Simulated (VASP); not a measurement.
## Input and output of a VASP r²SCAN single-point calculation on KCl (strained zincblende)

INCAR

```
NBANDS = 15
SIGMA = 0.01
EDIFF = 1E-7
ALGO = Normal
ISIF = 2
LCHARG = .TRUE.
LREAL = .FALSE.
ENCUT = 520
ISMEAR = 0
NELM = 120
IBRION = -1
PREC = Accurate
METAGGA = R2SCAN
LELF = .TRUE.
LASPH = .TRUE.
NSW = 0
LWAVE = .FALSE.
```

KPOINTS

```
KPOINTS created by Atomic Simulation Environment
0
Gamma
6 6 6
0 0 0
```

KPOINTS_OPT

```
special points
7
Reciprocal
0.0000000000 0.0000000000 0.0000000000 1
-0.5000000000 -0.5000000000 0.0000000000 1
-0.3750000000 -0.3750000000 0.2500000000 1
-0.3750000000 0.0000000000 0.3750000000 1
0.0000000000 0.0000000000 0.5000000000 1
-0.5000000000 -0.2500000000 0.2500000000 1
0.0000000000 0.5000000000 0.5000000000 1
```

POSCAR

```
K  Cl
 1.0000000000000000
    -0.0233818855000000    3.4839009448999998    3.4839009448999998
     3.4839009448999998   -0.0233818855000000    3.4839009448999998
     3.4839009448999998    3.4839009448999998   -0.0233818855000000
 K   Cl
   1   1
Cartesian
 -0.0055528556104242 -0.0055528556104242 -0.0055528556104242
  1.7416578566854239  1.7416578566854239  1.7416578566854242
```

VASP ran with the recommended PBE PAW datasets (16 valence electrons in the cell).

Command

```
mpirun -np 1 vasp_std
```

OSZICAR

```
N       E                     dE             d eps       ncg     rms          rms(c)
DAV:   1     0.939510872619E+02    0.93951E+02   -0.67830E+03   960   0.932E+02
DAV:   2    -0.118953301859E+02   -0.10585E+03   -0.95399E+02  1241   0.235E+02
DAV:   3    -0.202431511881E+02   -0.83478E+01   -0.82864E+01  1324   0.576E+01
DAV:   4    -0.206572223409E+02   -0.41407E+00   -0.41384E+00  1597   0.114E+01
DAV:   5    -0.206602432038E+02   -0.30209E-02   -0.30207E-02  1345   0.116E+00    0.340E+00
DAV:   6    -0.162277624306E+02    0.44325E+01   -0.13057E+00  1226   0.949E+00    0.264E+00
DAV:   7    -0.161787030131E+02    0.49059E-01   -0.32646E-01  1380   0.319E+00    0.161E+00
DAV:   8    -0.162036801404E+02   -0.24977E-01   -0.16301E-02  1065   0.106E+00    0.588E-01
DAV:   9    -0.162185841481E+02   -0.14904E-01   -0.95913E-03  1065   0.772E-01    0.243E-01
DAV:  10    -0.162206586318E+02   -0.20745E-02   -0.17076E-03  1303   0.234E-01    0.698E-02
DAV:  11    -0.162212758072E+02   -0.61718E-03   -0.59001E-04  1023   0.197E-01    0.152E-02
DAV:  12    -0.162213034112E+02   -0.27604E-04   -0.44643E-05  1268   0.461E-02    0.749E-03
DAV:  13    -0.162213051937E+02   -0.17825E-05   -0.15608E-06  1153   0.889E-03    0.195E-03
DAV:  14    -0.162213049493E+02    0.24433E-06   -0.44362E-07  1310   0.459E-03    0.239E-03
DAV:  15    -0.162213050684E+02   -0.11909E-06   -0.60663E-08   942   0.167E-03    0.607E-04
DAV:  16    -0.162213051384E+02   -0.70008E-07   -0.19072E-08   830   0.800E-04
   1 F= -.16221305E+02 E0= -.16221305E+02  d E =-.361885E-89
       N       E                     dE             ncg
DAV:   1     0.210185608054E+03   -0.36203E+04      210
DAV:   2    -0.486237976973E+03   -0.69642E+03      273
DAV:   3    -0.537037336718E+03   -0.50799E+02      301
DAV:   4    -0.540010916306E+03   -0.29736E+01      332
DAV:   5    -0.540025976528E+03   -0.15060E-01      301
DAV:   6    -0.540026336158E+03   -0.35963E-03      314
DAV:   7    -0.540026340002E+03   -0.38448E-05      325
DAV:   8    -0.540026340133E+03   -0.13081E-06      284
DAV:   9    -0.540026340137E+03   -0.36255E-08      238
```

From OUTCAR

```
k-points           NKPTS =     32   k-points in BZ     NKDIM =     32   number of bands    NBANDS=     15

   NELECT =      16.0000    total number of electrons

   dimension x,y,z NGX =    40 NGY =   40 NGZ =   40
   dimension x,y,z NGXF=    80 NGYF=   80 NGZF=   80

  energy-cutoff  :      520.00
  volume of cell :       85.42
      direct lattice vectors                 reciprocal lattice vectors
    -0.023381886  3.483900945  3.483900945    -0.142080500  0.143040503  0.143040503
     3.483900945 -0.023381886  3.483900945     0.143040503 -0.142080500  0.143040503
     3.483900945  3.483900945 -0.023381886     0.143040503  0.143040503 -0.142080500

 k-points in reciprocal lattice and weights: KPOINTS created by Atomic Simulation Env
   0.00000000  0.00000000  0.00000000       0.005
   0.16666667 -0.00000000 -0.00000000       0.028
   0.33333333  0.00000000  0.00000000       0.028
   0.50000000  0.00000000  0.00000000       0.014
   0.16666667  0.16666667 -0.00000000       0.028
   0.33333333  0.16666667  0.00000000       0.056
   0.50000000  0.16666667  0.00000000       0.056
  -0.33333333  0.16666667 -0.00000000       0.056
   ...

 E-fermi :  -3.4264

 k-point     1 :       0.0000    0.0000    0.0000
  band No.  band energies     occupation
      1     -31.8910      2.00000
      2     -15.8712      2.00000
      3     -14.6157      2.00000
      4     -14.6142      2.00000
      5     -14.6142      2.00000
      6      -3.6157      2.00000
      7      -3.6157      2.00000
      8      -3.6023      2.00000
      9       1.7980      0.00000
     10       6.5848      0.00000
     11       6.5848      0.00000
     12       7.5907      0.00000
     13       7.6174      0.00000
     14       7.6174      0.00000
     15       8.7380      0.00000

 k-point     2 :       0.1667   -0.0000   -0.0000
  band No.  band energies     occupation
      1     -31.8903      2.00000
      2     -15.9183      2.00000
      3     -14.6183      2.00000
      4     -14.6169      2.00000
      5     -14.5619      2.00000
      6      -3.7041      2.00000
      7      -3.6069      2.00000
      8      -3.5966      2.00000
      9       2.2273      0.00000
     10       6.2724      0.00000
     11       6.3021      0.00000
     12       7.1856      0.00000
     13       7.9065      0.00000
     14       8.0680      0.00000
     15       8.0767      0.00000

 k-point     3 :       0.3333    0.0000    0.0000
  band No.  band energies     occupation
      1     -31.8887      2.00000
      2     -16.0021      2.00000
      3     -14.6238      2.00000
      4     -14.6222      2.00000
      5     -14.4680      2.00000
      6      -3.8489      2.00000
      7      -3.5897      2.00000
      8      -3.5832      2.00000
      9       3.2242      0.00000
     10       5.7694      0.00000
     11       6.0680      0.00000
     12       6.1469      0.00000
     13       7.8096      0.00000
     14       7.9023      0.00000
     15       7.9686      0.00000

 k-point     4 :       0.5000    0.0000    0.0000
  band No.  band energies     occupation
      1     -31.8880      2.00000
      2     -16.0400      2.00000
      3     -14.6265      2.00000
      4     -14.6248      2.00000
      5     -14.4254      2.00000
      6      -3.9072      2.00000
      7      -3.5815      2.00000
      8      -3.5769      2.00000
      9       4.2357      0.00000
     10       4.5605      0.00000
     11       6.0645      0.00000
     12       6.1740      0.00000
     13       7.6711      0.00000
     14       7.7111      0.00000
     15       8.4420      0.00000

 k-point     5 :       0.1667    0.1667   -0.0000
  band No.  band energies     occupation
      1     -31.8900      2.00000
      2     -15.9324      2.00000
      3     -14.6218      2.00000
      4     -14.6210      2.00000
      5     -14.5405      2.00000
      6      -3.7264      2.00000
      7      -3.6066      2.00000
      8      -3.5975      2.00000
      9       2.3675      0.00000
     10       5.6085      0.00000
     11       6.8357      0.00000
     12       7.7021      0.00000
     13       7.8624      0.00000
     14       7.8671      0.00000
     15       8.3273      0.00000

 k-point     6 :       0.3333    0.1667    0.0000
  band No.  band energies     occupation
      1     -31.8887      2.00000
      2     -16.0006      2.00000
      3     -14.6292      2.00000
      4     -14.6277      2.00000
      5     -14.4587      2.00000
      6      -3.8292      2.00000
      7      -3.6090      2.00000
      8      -3.5853      2.00000
      9       3.1333      0.00000
     10       5.1619      0.00000
     11       6.6553      0.00000
     12       6.7587      0.00000
     13       7.8585      0.00000
     14       7.9264      0.00000
     15       8.2370      0.00000

 k-point     7 :       0.5000    0.1667    0.0000
  band No.  band energies     occupation
      1     -31.8877      2.00000
      2     -16.0501      2.00000
      3     -14.6390      2.00000
      4     -14.6299      2.00000
      5     -14.3979      2.00000
      6      -3.8713      2.00000
      7      -3.6350      2.00000
      8      -3.5752      2.00000
      9       3.9768      0.00000
     10       4.7813      0.00000
     11       6.0434      0.00000
     12       6.4058      0.00000
     13       7.8248      0.00000
     14       8.0811      0.00000
     15       8.3734      0.00000

 k-point     8 :      -0.3333    0.1667   -0.0000
  band No.  band energies     occupation
      1     -31.8880      2.00000
      2     -16.0385      2.00000
      3     -14.6404      2.00000
      4     -14.6261      2.00000
      5     -14.4115      2.00000
      6      -3.8460      2.00000
      7      -3.6455      2.00000
      8      -3.5765      2.00000
      9       3.7201      0.00000
     10       5.1577      0.00000
     11       5.9921      0.00000
     12       6.1898      0.00000
     13       8.0593      0.00000
     14       8.1203      0.00000
     15       8.1707      0.00000

 k-point     9 :      -0.1667    0.1667    0.0000
  band No.  band energies     occupation
      1     -31.8893      2.00000
      2     -15.9752      2.00000
      3     -14.6298      2.00000
      4     -14.6200      2.00000
      5     -14.4904      2.00000
      6      -3.7803      2.00000
      7      -3.6200      2.00000
      8      -3.5879      2.00000
      9       2.8273      0.00000
     10       5.8987      0.00000
     11       5.9236      0.00000
     12       6.9078      0.00000
     13       7.8797      0.00000
     14       8.0346      0.00000
     15       8.3185      0.00000

 k-point    10 :       0.3333    0.3333    0.0000
  band No.  band energies     occupation
      1     -31.8879      2.00000
      2     -16.0372      2.00000
      3     -14.6350      2.00000
      4     -14.6344      2.00000
      5     -14.4101      2.00000
      6      -3.9018      2.00000
      7      -3.5864      2.00000
      8      -3.5776      2.00000
      9       3.4483      0.00000
     10       4.7225      0.00000
     11       6.7432      0.00000
     12       7.5013      0.00000
     13       7.7463      0.00000
     14       7.7751      0.00000
     15       8.8357      0.00000

 k-point    11 :       0.5000    0.3333   -0.0000
  band No.  band energies     occupation
      1     -31.8872      2.00000
      2     -16.0719      2.00000
      3     -14.6453      2.00000
      4     -14.6377      2.00000
      5     -14.3626      2.00000
      6      -3.9099      2.00000
      7      -3.6243      2.00000
      8      -3.5695      2.00000
      9       3.7179      0.00000
     10       4.7270      0.00000
     11       6.7061      0.00000
     12       7.0549      0.00000
     13       7.9482      0.00000
     14       8.0517      0.00000
     15       8.3294      0.00000

 k-point    12 :      -0.3333    0.3333    0.0000
  band No.  band energies     occupation
      1     -31.8872      2.00000
      2     -16.0718      2.00000
      3     -14.6534      2.00000
      4     -14.6333      2.00000
      5     -14.3589      2.00000
      6      -3.8096      2.00000
      7      -3.7284      2.00000
      8      -3.5691      2.00000
      9       3.8818      0.00000
     10       4.8540      0.00000
     11       6.3658      0.00000
     12       6.4414      0.00000
     13       8.0897      0.00000
     14       8.2333      0.00000
     15       8.4812      0.00000

 k-point    13 :       0.5000    0.5000    0.0000
  band No.  band energies     occupation
      1     -31.8869      2.00000
      2     -16.0833      2.00000
      3     -14.6416      2.00000
      4     -14.6410      2.00000
      5     -14.3515      2.00000
      6      -3.9686      2.00000
      7      -3.5754      2.00000
      8      -3.5666      2.00000
      9       3.6056      0.00000
     10       4.7313      0.00000
     11       7.3868      0.00000
     12       7.5466      0.00000
     13       7.5653      0.00000
     14       7.8664      0.00000
     15       8.0267      0.00000

 ...

  Total        0.0612438      0.0612438      0.0612438      0.0083940      0.0083940      0.0083940
  in kB        1.1486696      1.1486696      1.1486696      0.1574361      0.1574361      0.1574361
  external PRESSURE =       1.1486696 kB  Pullay stress =       0.0000000 kB

 POSITION                                       TOTAL-FORCE (eV/Angst)
 -----------------------------------------------------------------------------------
      6.93887      6.93887      6.93887         0.000095      0.000095      0.000095
      1.74166      1.74166      1.74166        -0.000095     -0.000095     -0.000095
 -----------------------------------------------------------------------------------
    total drift:                               -0.000118     -0.000118     -0.000118

  FREE ENERGIE OF THE ION-ELECTRON SYSTEM (eV)
  ---------------------------------------------------
  free  energy   TOTEN  =       -16.2213051384 eV

  energy  without entropy=      -16.2213051384  energy(sigma->0) =      -16.22130514
```

```json
{
 "gap between bands v and c": "5.36 eV",
 "least direct gap": "5.40 eV",
 "pressure": "0.1 GPa"
}
```

Band v is the last that the valence electrons fill when counted band by band, and c is the next.

The run took about 2.4 min on one core of a shared host (Intel Xeon Platinum 8488C) and held 0.27 GiB at most.
